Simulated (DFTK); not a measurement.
# Pt (Fm-3m) in DFTK: notebook

One crystal, Pt, is run at these levels: PBEint, r2SCAN, RPBE; tasks: equation of state, band structure.

Program: DFTK 0.8.2. These are calculated values, not measurements. Logs are shortened: lines on timing, memory, paths and dates and some standing lists are left out, and cuts for length are marked.

## Step 1: Starting point

Symmetry: Fm-3m, No. 225, cubic system. Conventional cell: a = 3.922 Å, b = 3.922 Å, c = 3.922 Å, α = 90.00°, β = 90.00°, γ = 90.00°. Around Pt (site symmetry m-3m) lie 12 Pt at 2.77 Å.

## Step 2: Equation of state, PBEint

File run.jl:

```julia
using DFTK
using PseudoPotentialData
using Unitful, UnitfulAtomic
using LinearAlgebra, Printf
include("save.jl")
disable_threading()

lines     = readlines("POSCAR")
lattice   = austrip(1u"Å") * parse(Float64, lines[2]) * hcat([parse.(Float64, split(l)) for l in lines[3:5]]...)
symbols   = vcat([fill(Symbol(s), parse(Int, n)) for (s, n) in zip(split(lines[6]), split(lines[7]))]...)
positions = [parse.(Float64, split(l)[1:3]) for l in lines[9:8+length(symbols)]]
pseudopotentials = Dict(:Pt => "Pt.upf")
elements = Dict(s => ElementPsp(s, pseudopotentials; rcut=10.0) for s in unique(symbols))
atoms    = [elements[s] for s in symbols]

build_model(lattice, positions; symmetries=true) =
    model_DFT(lattice, atoms, positions;
              functionals=[:gga_x_pbeint, :gga_c_pbeint],
              temperature=austrip(0.05u"eV"),
              smearing=Smearing.FermiDirac(),
              symmetries)
Ecut  = 35.0  # hartree
kgrid = [9, 9, 9]
tol   = 1e-6
to_GPa = ustrip(uconvert(u"GPa", 1u"hartree/bohr^3"))

results["points"] = []
for scale in [0.94, 0.96, 0.98, 1.0, 1.02, 1.04, 1.06]
    println("\n=== scale = ", scale)
    model = build_model(cbrt(scale) * lattice, positions)
    basis = PlaneWaveBasis(model; Ecut, kgrid)
    t0 = time()
    scfres = self_consistent_field(basis;
                                   tol,
                                   nbandsalg=AdaptiveBands(model; n_bands_converge=14))
    seconds = time() - t0
    @printf "SCF: %d iterations, %.1f s\n" scfres.n_iter seconds
    forces = compute_forces_cart(scfres)
    stress = compute_stresses_cart(scfres)
    @printf "V = %.5f Å^3  F = %.8f Ha  max force = %.5f eV/Å  p = %.4f GPa\n" ustrip(auconvert(u"Å^3", model.unit_cell_volume)) scfres.energies.total ustrip(auconvert(u"eV/Å", maximum(norm, forces))) (-tr(stress) / 3 * to_GPa)
    push!(results["points"], save_scf!(scfres; forces, stress, d=Dict{String,Any}("seconds" => seconds, "n_matvec" => get(scfres, :n_matvec, 0))))
end

# third-order Birch-Murnaghan fit in x = V^(-2/3)
V = [0.94, 0.96, 0.98, 1.0, 1.02, 1.04, 1.06] * abs(det(lattice))
E = [p["total"] for p in results["points"]]
x = V .^ (-2 / 3)
c = [x .^ 0 x x .^ 2 x .^ 3] \ E
Δ = c[3]^2 - 3c[2] * c[4]
if Δ > 0
    x0 = (-c[3] + sqrt(Δ)) / 3c[4]
    B0 = 4 / 9 * x0^(7 / 2) * (2c[3] + 6c[4] * x0)
    @printf "V0 = %.4f Å^3  B0 = %.2f GPa\n" ustrip(auconvert(u"Å^3", x0^(-3 / 2))) B0 * to_GPa
end
```

File POSCAR:

```
Pt
1.0
    0.0000000000      1.9609000000      1.9609000000
    1.9609000000      0.0000000000      1.9609000000
    1.9609000000      1.9609000000      0.0000000000
Pt
1
Direct
    0.0000000000      0.0000000000      0.0000000000
```

Potentials or basis: SG15 1.2 (PBE).

The run is started by

```
$ julia --threads=1 run.jl  # save.jl only writes the numbers to a file and isn't shown; printed stress counts tension as positive; times include loading and compiling
```

The log of the run:

```text
=== scale = 0.94
n     Energy            log10(ΔE)   log10(Δρ)   Diag   Δtime
---   ---------------   ---------   ---------   ----   ------
  1   -121.2099246749                   -1.23    5.9    2.49s
  2   -121.2118806702       -2.71       -1.64    1.0    864ms
  3   -121.2122017310       -3.49       -2.32    2.0    1.64s
  4   -121.2122072401       -5.26       -3.14    2.2    890ms
  5   -121.2122074633       -6.65       -3.74    2.8    1.73s
  6   -121.2122074858       -7.65       -4.25    2.2    825ms
  7   -121.2122074877       -8.72       -4.74    2.0    895ms
  8   -121.2122074879       -9.71       -5.55    2.0    1.51s
  9   -121.2122074879      -11.16       -6.27    2.9    1.08s
SCF: 9 iterations, 12.0 s
V = 14.17504 Å^3  F = -121.21220749 Ha  max force = 0.00000 eV/Å  p = 22.3109 GPa

=== scale = 0.96
n     Energy            log10(ΔE)   log10(Δρ)   Diag   Δtime
---   ---------------   ---------   ---------   ----   ------
  1   -121.2111699652                   -1.23    5.9    2.05s
[... 43 further cycles ...]
  9   -121.2140150820      -10.57       -6.11    2.3    774ms
SCF: 9 iterations, 10.3 s
V = 15.68302 Å^3  F = -121.21401508 Ha  max force = 0.00000 eV/Å  p = -8.9145 GPa

=== scale = 1.06
n     Energy            log10(ΔE)   log10(Δρ)   Diag   Δtime
---   ---------------   ---------   ---------   ----   ------
  1   -121.2109796111                   -1.24    5.5    2.13s
  2   -121.2128761909       -2.72       -1.61    1.0    701ms
  3   -121.2132543272       -3.42       -2.27    2.0    743ms
  4   -121.2132597487       -5.27       -3.01    2.0    1.51s
  5   -121.2132600475       -6.52       -3.70    2.6    965ms
  6   -121.2132600781       -7.51       -4.19    2.5    1.53s
  7   -121.2132600808       -8.55       -4.73    2.1    718ms
  8   -121.2132600811       -9.68       -5.18    2.0    772ms
  9   -121.2132600811      -10.47       -6.14    1.9    1.34s
SCF: 9 iterations, 11.2 s
V = 15.98462 Å^3  F = -121.21326008 Ha  max force = 0.00000 eV/Å  p = -13.1070 GPa
V0 = 15.1560 Å^3  B0 = 281.03 GPa
```

Run time: 3.6 min. Hardware: 1 thread of Intel Xeon 6975P-C (Granite Rapids), shared host; peak memory 1.5 GiB.

Results:

| Property | Result |
| --- | --- |
| Equilibrium volume | 15.16 Å³/atom |
| Bulk modulus | 281 GPa |
| Pressure derivative of the bulk modulus | 5.3 |

Energy against volume, from the lowest point:
```csv
volume (Å³/atom),energy (meV/atom)
14.175,63.81
14.477,29.09
14.778,8.38
15.080,0.00
15.381,2.52
15.683,14.62
15.985,35.17
```

Caveat: the potentials were made for another functional, which shifts forces and pressure. Zero-point motion and thermal expansion aren't in these numbers.

## Step 3: Band structure, r2SCAN

File run.jl:

```julia
using DFTK
using PseudoPotentialData
using Unitful, UnitfulAtomic
using LinearAlgebra, Printf
include("save.jl")
disable_threading()

lines     = readlines("POSCAR")
lattice   = austrip(1u"Å") * parse(Float64, lines[2]) * hcat([parse.(Float64, split(l)) for l in lines[3:5]]...)
symbols   = vcat([fill(Symbol(s), parse(Int, n)) for (s, n) in zip(split(lines[6]), split(lines[7]))]...)
positions = [parse.(Float64, split(l)[1:3]) for l in lines[9:8+length(symbols)]]
pseudopotentials = PseudoFamily("cp2k.nc.sr.pbe.v0_1.largecore.gth")
elements = Dict(s => ElementPsp(s, pseudopotentials) for s in unique(symbols))
atoms    = [elements[s] for s in symbols]

build_model(lattice, positions; symmetries=true) =
    model_DFT(lattice, atoms, positions;
              functionals=r2SCAN(),
              temperature=austrip(0.05u"eV"),
              smearing=Smearing.FermiDirac(),
              symmetries)
Ecut  = 38.0  # hartree
kgrid = [12, 12, 12]
tol   = 1e-6
to_GPa = ustrip(uconvert(u"GPa", 1u"hartree/bohr^3"))

model = build_model(lattice, positions)
basis = PlaneWaveBasis(model; Ecut, kgrid)
display(basis)
scfres = self_consistent_field(basis;
                               tol,
                               nbandsalg=AdaptiveBands(model; n_bands_converge=10),
                               solver=ScfAndersonSolver())
display(scfres.energies)
@printf "Fermi level: %.6f eV\n" ustrip(auconvert(u"eV", something(scfres.εF, NaN)))
forces = compute_forces_cart(scfres)
println("Forces (eV/Å)")
for (s, f) in zip(symbols, forces)
    @printf "%-3s %12.6f %12.6f %12.6f\n" s ustrip.(auconvert.(u"eV/Å", f))...
end
stress = compute_stresses_cart(scfres)
println("Stress (GPa)")
display(round.(stress * to_GPa; digits=4))
println("Levels at the first k-point (eV): ", round.(ustrip.(auconvert.(u"eV", scfres.eigenvalues[1])); digits=4))
save_scf!(scfres; forces, stress)

points = Dict("G" => [0.0, 0.0, 0.0], "K" => [0.375, 0.375, 0.75], "L" => [0.5, 0.5, 0.5], "U" => [0.625, 0.25, 0.625], "W" => [0.5, 0.25, 0.75], "X" => [0.5, 0.0, 0.5])
segments = [("G", "X", 7), ("X", "W", 4), ("W", "K", 3), ("K", "G", 7), ("G", "L", 6), ("L", "U", 4), ("U", "W", 3), ("W", "L", 5), ("L", "K", 4), ("U", "X", 3)]
kcoords = vcat([[points[a] + t * (points[b] - points[a]) for t in range(0, 1, n)] for (a, b, n) in segments]...)
bands = compute_bands(scfres, ExplicitKpoints(kcoords); n_bands=12, tol=1e-5)
for (k, ε) in zip(bands.basis.kpoints, bands.eigenvalues)
    @printf "%d %8.4f %8.4f %8.4f " k.spin k.coordinate...
    println(join([@sprintf("%9.4f", e) for e in ustrip.(auconvert.(u"eV", ε .- scfres.εF))]))
end
results["band_energies"] = rows(bands.eigenvalues); results["band_kpoints"] = rows(kcoords)
```

POSCAR is that of step 2.

Potentials or basis: cp2k.nc.sr.pbe.v0_1.largecore.gth (PBE, GTH, large core).

The run is started by

```
$ julia --threads=1 run.jl  # save.jl only writes the numbers to a file and isn't shown; printed stress counts tension as positive; times include loading and compiling
```

The log of the run:

```text
PlaneWaveBasis discretization:

    Ecut                 : 38.0 Ha
    fft_size             : (32, 32, 32), 32768 total points
    kgrid                : MonkhorstPack([12, 12, 12])
    num.   red. kpoints  : 1728
    num. irred. kpoints  : 72

    Discretized Model(mgga_x_r2scan+mgga_c_r2scan, 3D):
        lattice (in Bohr)    : [0         , 3.70556   , 3.70556   ]
                               [3.70556   , 0         , 3.70556   ]
                               [3.70556   , 3.70556   , 0         ]
        unit cell volume     : 101.76 Bohr³

        atoms                : Pt
        pseudopot. family    : PseudoFamily("cp2k.nc.sr.pbe.v0_1.largecore.gth")

        num. electrons       : 10
        spin polarization    : none
        temperature          : 0.0018375 Ha
        smearing             : DFTK.Smearing.FermiDirac()

        terms                : Kinetic()
                               AtomicLocal()
                               AtomicNonlocal()
                               Ewald(nothing)
                               PspCorrection()
                               Hartree()
                               Xc(mgga_x_r2scan, mgga_c_r2scan)
                               Entropy()
n     Energy            log10(ΔE)   log10(Δρ)   log10(Δτ)   Diag   Δtime
---   ---------------   ---------   ---------   ---------   ----   ------
  1   -25.74772225940                   -0.17        0.69    4.6    7.36s
  2   -25.91227352346       -0.78       -0.48        0.02    2.0    5.05s
  3   -25.94816279991       -1.45       -0.84       -0.77    3.1    4.93s
  4   -25.95332134024       -2.29       -1.39       -1.63    2.3    5.02s
  5   -25.95370216055       -3.42       -1.74        1.96    1.1    2.97s
  6   -25.95375645863       -4.27       -2.46       -2.05    1.1    3.59s
  7   -25.95375823714       -5.75       -3.23       -2.64    2.2    4.41s
  8   -25.95375850273       -6.58       -3.64        0.75    2.2    4.52s
  9   -25.95375850884       -8.21       -3.72        0.59    1.3    3.72s
 10   -25.95375851262       -8.42       -4.46       -4.09    1.2    3.63s
 11   -25.95375851370       -8.97       -4.40       -4.13    2.2    4.50s
 12   -25.95375851581       -8.68       -4.40       -4.12    1.1    3.75s
 13   -25.95375851839       -8.59       -4.36       -4.09    2.0    4.37s
 14   -25.95375851836   +  -10.67       -4.28       -3.99    1.0    3.69s
 15   -25.95375851806   +   -9.52       -4.32       -3.74    1.3    4.20s
 16   -25.95375851863       -9.24       -4.64       -4.04    1.0    3.83s
 17   -25.95375851891       -9.55       -5.36       -5.00    1.3    3.81s
 18   -25.95375851892      -10.98       -5.86       -5.42    2.2    4.70s
 19   -25.95375851893      -12.35       -6.02       -5.72    1.7    5.14s
Energy breakdown (in Ha):
    Kinetic             19.1558477
    AtomicLocal         -3.2944620
    AtomicNonlocal      -14.9594211
    Ewald               -30.9322827
    PspCorrection       6.4356770
    Hartree             1.8449818
    Xc                  -4.2036764
    Entropy             -0.0004229

    total               -25.953758518925
Fermi level: 0.835992 eV
Forces (eV/Å)
Pt     -0.000000     0.000000    -0.000000
Stress (GPa)
3×3 StaticArraysCore.SMatrix{3, 3, Float64, 9} with indices SOneTo(3)×SOneTo(3):
 -9.1812  -0.0     -0.0
 -0.0     -9.1812  -0.0
 -0.0     -0.0     -9.1812
Levels at the first k-point (eV): [-10.6187, -3.1966, -3.1966, -3.1966, -1.2881, -1.2881, 17.813, 22.4141, 22.4141, 22.4141, 27.3387, 33.7193, 33.7193]
1   0.0000   0.0000   0.0000  -11.4547  -4.0326  -4.0326  -4.0326  -2.1241  -2.1241  16.9770  21.5781  21.5781  21.5781  26.5027  32.8833
1   0.0833   0.0000   0.0833  -11.0704  -4.2901  -3.8259  -3.8259  -2.4029  -2.0175  17.5914  20.5774  21.3692  21.3692  28.1843  30.8588
1   0.1667   0.0000   0.1667   -9.9844  -4.9413  -3.2170  -3.2170  -3.0824  -1.7191  19.2480  19.6000  20.1597  20.1597  25.2725  29.6139
1   0.2500   0.0000   0.2500   -8.5201  -5.7329  -3.6225  -2.2488  -2.2488  -1.2929  17.6350  17.6350  19.5055  20.2226  21.4783  30.6880
1   0.3333   0.0000   0.3333   -7.6385  -6.4386  -2.8716  -1.0372  -1.0372  -0.8426  14.7645  14.7645  15.1628  20.1960  23.6701  33.4289
1   0.4167   0.0000   0.4167   -7.6845  -6.9124  -0.5779  -0.4957   0.1266   0.1266  10.7549  12.4549  12.4549  21.0562  25.2240  34.9726
[... 38 lines left out ...]
1   0.5625   0.1250   0.5625   -7.5017  -6.8028  -1.4578  -0.8215   0.4682   3.5993   7.5202  11.0314  12.4810  22.2931  26.1019  33.5654
1   0.5000   0.0000   0.5000   -7.7988  -7.0781  -0.3647   0.6569   0.6569   1.0582   8.4932  11.5232  11.5232  21.4673  25.7743  34.3991
```

It took 2.2 min on 1 thread of Intel Xeon 6975P-C (Granite Rapids), shared host; peak memory 1.6 GiB.

The run converged, but some of its settings lie outside the range that counts as converged, so its numbers aren't taken as properties of the crystal.

What came out:

```
Free energy            : -706.2377 eV
Band gap on the k mesh : none (metal or under the smearing width)
```

Caveat: the cutoff is short for these potentials, so energies and forces aren't converged, fitted volumes are rough and the log's stress (off by 3 to 10 GPa or more in trials) isn't used; the potentials were made for another functional, which shifts forces and pressure; spin-orbit coupling is left out, which moves the levels of the heavy elements; this set keeps more shells in the core, which shifts pressures and gaps.

## Step 4: Band structure, RPBE

Edit run.jl of step 3 so:

```diff
@@ -7,7 +7,8 @@
 
-lines     = readlines("POSCAR")
-lattice   = austrip(1u"Å") * parse(Float64, lines[2]) * hcat([parse.(Float64, split(l)) for l in lines[3:5]]...)
-symbols   = vcat([fill(Symbol(s), parse(Int, n)) for (s, n) in zip(split(lines[6]), split(lines[7]))]...)
-positions = [parse.(Float64, split(l)[1:3]) for l in lines[9:8+length(symbols)]]
-pseudopotentials = PseudoFamily("cp2k.nc.sr.pbe.v0_1.largecore.gth")
+lines     = readlines("Pt.xyz")
+cell_ang  = reshape(parse.(Float64, split(match(r"Lattice=\"([^\"]+)\"", lines[2])[1])), 3, 3)
+lattice   = austrip(1u"Å") * cell_ang
+symbols   = [Symbol(split(l)[1]) for l in lines[3:end]]
+positions = [round.(cell_ang \ parse.(Float64, split(l)[2:4]); digits=9) for l in lines[3:end]]
+pseudopotentials = PseudoFamily("dojo.nc.sr.pbe.v0_5.standard.upf")
 elements = Dict(s => ElementPsp(s, pseudopotentials) for s in unique(symbols))
@@ -17,3 +18,3 @@
     model_DFT(lattice, atoms, positions;
-              functionals=r2SCAN(),
+              functionals=[:gga_x_rpbe, :gga_c_pbe],
               temperature=austrip(0.05u"eV"),
@@ -21,3 +22,3 @@
               symmetries)
-Ecut  = 38.0  # hartree
+Ecut  = 42.0  # hartree
 kgrid = [12, 12, 12]
@@ -31,4 +32,3 @@
                                tol,
-                               nbandsalg=AdaptiveBands(model; n_bands_converge=10),
-                               solver=ScfAndersonSolver())
+                               nbandsalg=AdaptiveBands(model; n_bands_converge=14))
 display(scfres.energies)
@@ -49,3 +49,3 @@
 kcoords = vcat([[points[a] + t * (points[b] - points[a]) for t in range(0, 1, n)] for (a, b, n) in segments]...)
-bands = compute_bands(scfres, ExplicitKpoints(kcoords); n_bands=12, tol=1e-5)
+bands = compute_bands(scfres, ExplicitKpoints(kcoords); n_bands=16, tol=1e-5)
 for (k, ε) in zip(bands.basis.kpoints, bands.eigenvalues)
```

File Pt.xyz:

```xyz
1
Lattice="0.0000000000 1.9609000000 1.9609000000 1.9609000000 0.0000000000 1.9609000000 1.9609000000 1.9609000000 0.0000000000" Properties=species:S:1:pos:R:3 pbc="T T T"
Pt     0.0000000000      0.0000000000      0.0000000000
```

Potentials or basis: dojo.nc.sr.pbe.v0_5.standard.upf (PBE).

The run is started by

```
$ julia --threads=1 run.jl  # save.jl only writes the numbers to a file and isn't shown; printed stress counts tension as positive; times include loading and compiling
```

Run time: 2.5 min. Hardware: 1 thread of Intel Xeon Platinum 8375C at 2.90GHz (Ice Lake), shared host; peak memory 1.7 GiB.

Results (log left out):

- Free energy: -3554.2971 eV
- Pressure: 13.7 GPa
- Band gap on the k mesh: none (metal or under the smearing width)

Levels at the corners of the path, in eV from the Fermi level:
| point | band 7 | band 8 | band 9 | band 10 | band 11 | band 12 |
| --- | --- | --- | --- | --- | --- | --- |
| Γ | -3.80 | -3.80 | -1.65 | -1.65 | 14.60 | 19.56 |
| X | -0.01 | 0.48 | 0.48 | 1.75 | 8.89 | 11.40 |
| W | -4.57 | -2.02 | 0.48 | 7.13 | 8.27 | 8.27 |
| K | -2.88 | -1.34 | -0.19 | 5.75 | 6.71 | 10.09 |
| Γ | -3.80 | -3.80 | -1.65 | -1.65 | 14.60 | 19.56 |
| L | -3.87 | -0.51 | 0.03 | 0.03 | 5.84 | 14.17 |
| U | -2.88 | -1.34 | -0.19 | 5.75 | 6.71 | 10.09 |
| W | -4.57 | -2.02 | 0.48 | 7.13 | 8.27 | 8.27 |
| L | -3.87 | -0.51 | 0.03 | 0.03 | 5.84 | 14.17 |
| K | -2.88 | -1.34 | -0.19 | 5.75 | 6.71 | 10.09 |
| U | -2.88 | -1.34 | -0.19 | 5.75 | 6.71 | 10.09 |
| X | -0.01 | 0.48 | 0.48 | 1.75 | 8.89 | 11.40 |

Caveat: the potentials were made for another functional, which shifts forces and pressure; spin-orbit coupling is left out, which moves the levels of the heavy elements.
